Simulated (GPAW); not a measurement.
# TiAl (Pm-3m) in GPAW: band structure with LDA+U

Aim: the band structure of TiAl with LDA+U.

Everything below comes from runs of GPAW 26.7.0. Logs are shortened: lines on timing, memory, paths and dates and some standing lists are left out, and cuts for length are marked. The log counts tension as positive stress, the text compression.

## 1. The undisturbed crystal

The structure is cubic, space group Pm-3m (No. 221). Conventional cell: a = 3.179 Å, b = 3.179 Å, c = 3.179 Å, α = 90.00°, β = 90.00°, γ = 90.00°. Around Ti (site symmetry m-3m) lie 8 Al at 2.75 Å. Al (site symmetry m-3m) is surrounded by 8 Ti at 2.75 Å.

The cell comes from a database or a generator and needn't be the stable form of this composition.

## 2. Band structure, LDA+U (atoms moved at random, drawn with an rms of 0.15 Å)

Input file run.py:

```python
from ase.dft.bandgap import bandgap
from ase.io import read, write
from ase.units import GPa
from gpaw import GPAW, PW

atoms = read('TiAl.xyz')

calc = GPAW(mode=PW(600),
            xc='LDA',
            kpts={'size': (8, 8, 8), 'gamma': True},
            occupations={'name': 'methfessel-paxton', 'width': 0.1, 'order': 1},
            setups={'Ti': ':d,2.0'},
            nbands=17,
            convergence={'density': 1e-05, 'energy': 1e-05},
            maxiter=150,
            txt='gpaw.txt')
atoms.calc = calc
energy = atoms.get_potential_energy()
forces = atoms.get_forces()
stress = atoms.get_stress()
calc.write('gs.gpw')
write('result.traj', atoms)
print(f'Energy: {energy:.6f} eV')
print('Forces (eV/A):')
print(forces.round(4))
print('Stress (GPa):', (stress / GPa).round(3))
print('Fermi level:', round(calc.get_fermi_level(), 4), 'eV')
print(f'Gap: {bandgap(calc)[0]:.4f} eV, direct: {bandgap(calc, direct=True)[0]:.4f} eV')

path = atoms.cell.bandpath('GXMGRX,MR', npoints=80, eps=1e-4)
bs_calc = calc.fixed_density(kpts=path, symmetry='off', nbands=27,
                             convergence={'bands': 'CBM+6.0', 'eigenstates': 1e-6}, txt='bands.txt')
bs = bs_calc.band_structure()
bs.write('bs.json')
print(f'Gap on the path: {bandgap(bs_calc)[0]:.4f} eV')
```

Input file TiAl.xyz:

```xyz
2
Lattice="3.1790640000 0.0000000000 0.0000000000 0.0000000000 3.1790640000 0.0000000000 0.0000000000 0.0000000000 3.1790640000" Properties=species:S:1:pos:R:3 pbc="T T T"
Ti    -0.0552266998      0.1345093769     -0.0361809274
Al     1.3432689863      1.5815843400      1.7014573062
```

Potentials or basis: the program's PAW data sets (release 1.2.1) made for this functional, pw.

The run is started by

```sh
> OMP_NUM_THREADS=1 python run.py
```

gpaw.txt:

```text
__  _  _
 | _ |_)|_||  |
 |__||  | ||/\| - 26.7.0

Input parameters:
  mode=PW(ecut=600.0),
  convergence={'density': 1e-05, 'energy': 1e-05},
  kpts=MonkhorstPack(size=(8, 8, 8), gamma=True),
  maxiter=150,
  nbands=17,
  occupations=Occupations(name='methfessel-paxton', width=0.1, order=1),
  setups={'Ti': ':d,2.0'},
  xc=XC(name='LDA')

Diagonalizing LCAO Hamiltonian
Converting LCAO to pw mode
   .-------.
  /|       |
 * |     Ti|
 | | Al    |
 | .-------.
 |/       /
 *-------*

Atoms  # Å, Bohr magnetons
|   | symbol |         x |        y |         z |    initial magnetic moments |
|---|--------|-----------|----------|-----------|-----------------------------|
| 0 |     Ti | -0.055227 | 0.134509 | -0.036181 | ( 0.0000,  0.0000,  0.0000) |
| 1 |     Al |  1.343269 | 1.581584 |  1.701457 | ( 0.0000,  0.0000,  0.0000) |

Unit cell  # Å
| periodic |        x |        y |        z |  lengths |    angles |
|----------|----------|----------|----------|----------|-----------|
|      yes | 3.179064 | 0.000000 | 0.000000 | 3.179064 | 90.000000 |
|      yes | 0.000000 | 3.179064 | 0.000000 | 3.179064 | 90.000000 |
|      yes | 0.000000 | 0.000000 | 3.179064 | 3.179064 | 90.000000 |

Number of symmetries: 1
Symmetry operations  # r_c * U_cc + t_c -> r_c
|   | kind |            matrix            |
|---|------|------------------------------|
| 0 |  E   |  1, 0, 0,  0, 1, 0,  0, 0, 1 |

BZ-sampling:
  Number of BZ points: 512
  Number of IBZ points: 260

  Monkhorst-Pack size: [8, 8, 8]
  Monkhorst-Pack shift: [0.0625, 0.0625, 0.0625]

K-points  # in reciprocal-cell coordinates
|     |                                coordinates |     weight |
|-----|--------------------------------------------|------------|
|   0 | (  0.00000000,   0.00000000,   0.00000000) | 0.00195312 |
|   1 | (  0.00000000,   0.00000000,   0.12500000) | 0.00390625 |
|   2 | (  0.00000000,   0.00000000,   0.25000000) | 0.00390625 |
|   3 | (  0.00000000,   0.00000000,   0.37500000) | 0.00390625 |
|   4 | (  0.00000000,   0.00000000,   0.50000000) | 0.00195312 |
|   5 | (  0.00000000,   0.12500000,  -0.37500000) | 0.00390625 |
|   6 | (  0.00000000,   0.12500000,  -0.25000000) | 0.00390625 |
|   7 | (  0.00000000,   0.12500000,  -0.12500000) | 0.00390625 |
|   8 | (  0.00000000,   0.12500000,   0.00000000) | 0.00390625 |
|   9 | (  0.00000000,   0.12500000,   0.12500000) | 0.00390625 |
| ... |                                            |            |
| 259 | (  0.50000000,   0.50000000,   0.50000000) | 0.00195312 |

Plane wave coefficients: 1108
Cutoff: 600.0 eV

Spin-components: 1 (collinear spins)
Bands:           17
Projectors:      11
Spin-degeneracy: 2
Datatype:        complex128

Parallelization:
  kpt:    1
  domain: 1
  band:   1

Density:
  Valence electrons: 15.0
  Components: 1
  Grid points: [18 18 18]
  Charge: 0.0  # |e|

Potential:
  Grid points: [18 18 18]

species:
  Ti:
    name:    Titanium
    Z:       22.0
    valence: 12
    core:    10
    charge:  0.0  # [|e|]
    Hubbard: {U: 2.0,  # eV
              l: 2,
              scale: True}
    compensation charges:
      type: gauss
      rc: 0.38  # [Å]
      lmax: 2
    cutoffs:
      filter: 2.23  # [Å]
      core: 1.02  # [Å]
    projectors
    | kind |    occ | energy [eV] | rcut [Å] |
    |------|--------|-------------|----------|
    |   3s |  2.000 |     -62.257 |    1.270 |
    |   4s |  2.000 |      -4.593 |    1.270 |
    |   3p |  6.000 |     -38.791 |    1.058 |
    |   4p |  0.000 |      -1.536 |    1.058 |
    |   3d |  2.000 |      -4.463 |    1.058 |
    |    d |        |      22.748 |    1.058 |

    Using partial waves for Ti as LCAO basis

  Al:
    name:    Aluminium
    Z:       13.0
    valence: 3
    core:    10
    charge:  0.0  # [|e|]
    compensation charges:
      type: gauss
      rc: 0.34  # [Å]
      lmax: 2
    cutoffs:
      filter: 1.91  # [Å]
      core: 2.36  # [Å]
    projectors
    | kind |    occ | energy [eV] | rcut [Å] |
    |------|--------|-------------|----------|
    |   3s |  2.000 |      -7.830 |    1.085 |
    |   3p |  1.000 |      -2.783 |    1.085 |
    |    s |        |      19.382 |    1.085 |
    |    p |        |      24.428 |    1.085 |
    |    d |        |       0.000 |    1.085 |

    Using partial waves for Al as LCAO basis

Reference energy: -29752.370367  # eV

eigensolver:
  PPCG
  Converge bands: occupied
  niter=2

density mixing:
  MSR1-Mixer
  Pratt-step length: 0.05
  Maximum mixing coefficient: 0.75
  Old densities: 10
  SVD Regularization: 0.005
  Good broyden scale: 1.0
  Trust region scale: 1.0
  Backstep threshold: 4.0
  History deletion threshold: 6.0
  Fourier metric: weight=20.0, sigma=0.015

occupation numbers:
  Methfessel-Paxton:
    width: 0.1000  # eV
    order: 1

poisson solver:
  ecut: 4800.0  # eV

xc functional:
  name: None

convergence criteria:
- Maximum integral of absolute [dens]ity change: 1e-05 electrons / valence electron
- Maximum [total energy] change in last 3 cyles: 1e-05 eV / valence electron
- Maximum integral of absolute [eigenst]ate change: 4e-08 eV^2 / valence electron
maximum number of iterations: 150

SCF iterations
|iter     | |      energy | eigst |  dens |
|---------|-|-------------|-------|-------|
|iter:   1| |  -10.585507 | +0.31 |       |
|iter:   2| |  -10.485654 | -2.53 | -1.10 |
|iter:   3| |  -10.257854 | -1.46 | -1.15 |
|iter:   4| |  -10.265550 | -3.21 | -1.62 |
|iter:   5| |  -10.271729 | -3.08 | -1.92 |
|iter:   6| |  -10.272611 | -4.15 | -2.55 |
|iter:   7| |  -10.272721 | -5.76 | -3.20 |
|iter:   8| |  -10.272737c| -6.82 | -3.66 |
|iter:   9| |  -10.272737c| -8.06c| -4.48 |
|iter:  10| |  -10.272737c| -8.24c| -5.00 |
|iter:  11| |  -10.272737c| -8.84c| -5.61c|

Converged in 11 steps
Energy contributions relative to reference atoms: (reference = -29752.370367)

Energy contributions:
  Kinetic:          11.993773
  Coulomb:          -9.132971
  Zero:             -0.001550
  External:          0.000000
  Xc:              -13.131387
  Entropy:          -0.000903
  Spinorbit:         0.000000
  ----------------------------
  Free energy:     -10.273038
  Extrapolated:    -10.272737

dipole moment: (9.120804, -8.392115, 9.806976)  # |e|*Ang

Fermi level: 8.257
Eigenvalues  # (at kpt = [0.000, 0.000, 0.000])
| band index |      eig [eV] | occ [0-2] |
|------------|---------------|-----------|
|          0 |       -48.588 |     2.000 |
|          1 |       -25.109 |     2.000 |
|          2 |       -25.087 |     2.000 |
|          3 |       -25.085 |     2.000 |
|          4 |        -1.023 |     2.000 |
|          5 |         6.716 |     2.000 |
|          6 |         6.718 |     2.000 |
|          7 |        10.136 |    -0.000 |
|          8 |        10.329 |    -0.000 |
|          9 |        10.347 |    -0.000 |
|         10 |        12.684 |     0.000 |
|         11 |        12.684 |     0.000 |
|         12 |        12.829 |     0.000 |
|         13 |        17.133 |     0.000 |
|         14 |        17.175 |     0.000 |
|        ... |               |           |
|         16 |        25.014 |     0.000 |

No gap
No difference between direct/indirect transitions

Forces  # eV/Ang
|        x |        y |        z |
|----------|----------|----------|
| -1.27213 | -0.98851 |  1.02332 |  # Ti   0
|  1.27213 |  0.98851 | -1.02331 |  # Al   1

Stress tensor  # eV/Ang^3
|         x |         y |        z |
|-----------|-----------|----------|
|  0.010496 | -0.014375 | 0.014888 |
| -0.014375 |  0.005962 | 0.011578 |
|  0.014888 |  0.011578 | 0.006456 |

# Writing to gs.gpw (mode='')
```

stdout:

```text
Energy: -10.272737 eV
Forces (eV/A):
[[-1.2721 -0.9885  1.0233]
 [ 1.2721  0.9885 -1.0233]]
Stress (GPa): [ 1.682  0.955  1.034  1.855  2.385 -2.303]
Fermi level: 8.2566 eV
Gap: 0.0000 eV, direct: 0.0000 eV
Gap on the path: 0.0000 eV
```

It took 1.8 min on 1 thread of Arm Neoverse V1, shared host; peak memory 0.33 GiB.

Results:

```yaml
Free_energy: -10.2730 eV
Pressure: -1.2 GPa
Largest_force: 1.909 eV/Å
Band_gap_along_the_path: none (metal or under the smearing width)
```

Forces on the atoms (eV/Å):
```
Ti  -1.272 -0.989  1.023
Al   1.272  0.989 -1.023
```

Levels at the corners of the path, in eV from the Fermi level:
```csv
point,band 3,band 4,band 5,band 6,band 7,band 8,band 9,band 10,band 11,band 12
Γ,-33.34,-33.34,-9.28,-1.54,-1.54,1.88,2.07,2.09,4.43,4.43
X,-33.34,-33.33,-6.07,-5.19,-0.68,0.28,0.36,2.25,2.94,6.53
M,-33.49,-33.32,-4.96,-2.27,-2.13,-1.38,0.85,0.97,2.69,4.59
Γ,-33.34,-33.34,-9.28,-1.54,-1.54,1.88,2.07,2.09,4.43,4.43
R,-33.47,-33.47,-3.04,-2.99,-2.98,0.53,2.75,2.75,2.80,2.81
X,-33.34,-33.33,-6.07,-5.19,-0.68,0.28,0.36,2.25,2.94,6.53
M,-33.49,-33.32,-4.96,-2.27,-2.13,-1.38,0.85,0.97,2.69,4.59
R,-33.47,-33.47,-3.04,-2.99,-2.98,0.53,2.75,2.75,2.80,2.81
```

Caveat: this smearing can pin the Fermi level at a band edge; U without spin polarisation on a metal has little footing; the U is typed as a test and isn't derived for this compound; forces of over 1 eV/Å show positions far from the minimum, so gaps and moduli don't describe the material at rest.
